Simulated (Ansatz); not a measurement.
A 2-atom cell of LiH started from a crystallographic database with hydrogen sites as listed, relaxed with r2SCAN+rVV10 in Ansatz. It is cubic, Fm-3m (No. 225); a = 3.997 Å in the conventional setting, 7.98 Å³ an atom. Li has 6 H at 2.00 Å; H has 6 Li at 2.00 Å.

The axes x, y and z are those of this cell:
```xyz
2
Lattice="0.0000 1.9985 1.9985 1.9985 0.0000 1.9985 1.9985 1.9985 0.0000" Properties=species:S:1:pos:R:3 pbc="T T T"
Li    0.0000    0.0000    0.0000
H     1.9985    1.9985    1.9985
```

Unstrained: With PBE the gap is 2.979 eV and direct, at X. The r2SCAN gap is direct at X: 3.626 eV. HSE06 gives a direct gap of 3.966 eV at X. Meshes: PBE 10×10×10, r2SCAN 10×10×10, HSE06 8×8×8. Strains are changes of length per length. After each strain the atoms were relaxed again with r2SCAN+rVV10 within the symmetry that the strain leaves, so tilts or polar shifts that break it weren't tested; points keep the names that they have in the unstrained zone. No spin polarisation and no zero-point or thermal motion.

Q: Apply biaxial -5.62 % in x and y, z held. How far does the gap move, against the unstrained cell?

A: PBE: the gap goes from 2.979 to 2.180 eV (-0.799 eV); it turns from direct (X) to indirect (X → X [(1/2, 1/2, 0)]); the X points, equivalent before, split by 477 meV, and the valence top lies at those like (1/2, 0, 1/2); the X points, equivalent before, split by 832 meV, and the conduction bottom lies at those like (1/2, 1/2, 0). r2SCAN: the gap goes from 3.626 to 2.818 eV (-0.808 eV); it turns from direct (X) to indirect (X → X [(1/2, 1/2, 0)]); the X points, equivalent before, split by 489 meV, and the valence top lies at those like (1/2, 0, 1/2); the X points, equivalent before, split by 862 meV, and the conduction bottom lies at those like (1/2, 1/2, 0). HSE06: the gap goes from 3.966 to 3.148 eV (-0.818 eV); it turns from direct (X) to indirect (X → X [(1/2, 1/2, 0)]); the X points, equivalent before, split by 521 meV, and the valence top lies at those like (1/2, 0, 1/2); the X points, equivalent before, split by 869 meV, and the conduction bottom lies at those like (1/2, 1/2, 0).

Q: Apply uniaxial -0.81 % along x, other directions held. How far does the gap move, against the unstrained cell?

A: PBE: the gap goes from 2.979 to 2.894 eV (-0.085 eV); it turns from direct (X) to indirect (X → X [(1/2, 0, 1/2)]); the X points, equivalent before, split by 63 meV, and the valence top lies at those like (0, 1/2, 1/2); the X points, equivalent before, split by 111 meV, and the conduction bottom lies at those like (1/2, 0, 1/2). r2SCAN: the gap goes from 3.626 to 3.540 eV (-0.086 eV); it turns from direct (X) to indirect (X → X [(1/2, 0, 1/2)]); the X points, equivalent before, split by 64 meV, and the valence top lies at those like (0, 1/2, 1/2); the X points, equivalent before, split by 115 meV, and the conduction bottom lies at those like (1/2, 0, 1/2). HSE06: the gap goes from 3.966 to 3.877 eV (-0.089 eV); it turns from direct (X) to indirect (X → X [(1/2, 0, 1/2)]); the X points, equivalent before, split by 69 meV, and the valence top lies at those like (0, 1/2, 1/2); the X points, equivalent before, split by 116 meV, and the conduction bottom lies at those like (1/2, 0, 1/2).

Q: Estimate what uniaxial +3.54 % along z, other directions held does to the gap.

A: PBE: the gap goes from 2.979 to 2.620 eV (-0.359 eV); it turns from direct (X) to indirect (X → X [(1/2, 1/2, 0)]); the X points, equivalent before, split by 269 meV, and the valence top lies at those like (1/2, 0, 1/2); the X points, equivalent before, split by 451 meV, and the conduction bottom lies at those like (1/2, 1/2, 0). r2SCAN: the gap goes from 3.626 to 3.250 eV (-0.376 eV); it turns from direct (X) to indirect (X → X [(1/2, 1/2, 0)]); the X points, equivalent before, split by 275 meV, and the valence top lies at those like (1/2, 0, 1/2); the X points, equivalent before, split by 467 meV, and the conduction bottom lies at those like (1/2, 1/2, 0). HSE06: the gap goes from 3.966 to 3.581 eV (-0.385 eV); it turns from direct (X) to indirect (X → X [(1/2, 1/2, 0)]); the X points, equivalent before, split by 295 meV, and the valence top lies at those like (1/2, 0, 1/2); the X points, equivalent before, split by 471 meV, and the conduction bottom lies at those like (1/2, 1/2, 0).

Q: Apply isotropic +0.32 % on every length. How far does the gap move, against the unstrained cell?

A: PBE: the gap goes from 2.979 to 2.986 eV (+0.007 eV). r2SCAN: the gap goes from 3.626 to 3.632 eV (+0.006 eV). HSE06: the gap goes from 3.966 to 3.972 eV (+0.006 eV).

The meshes of the hybrids are coarse, so their gaps aren't converged to the digits shown.
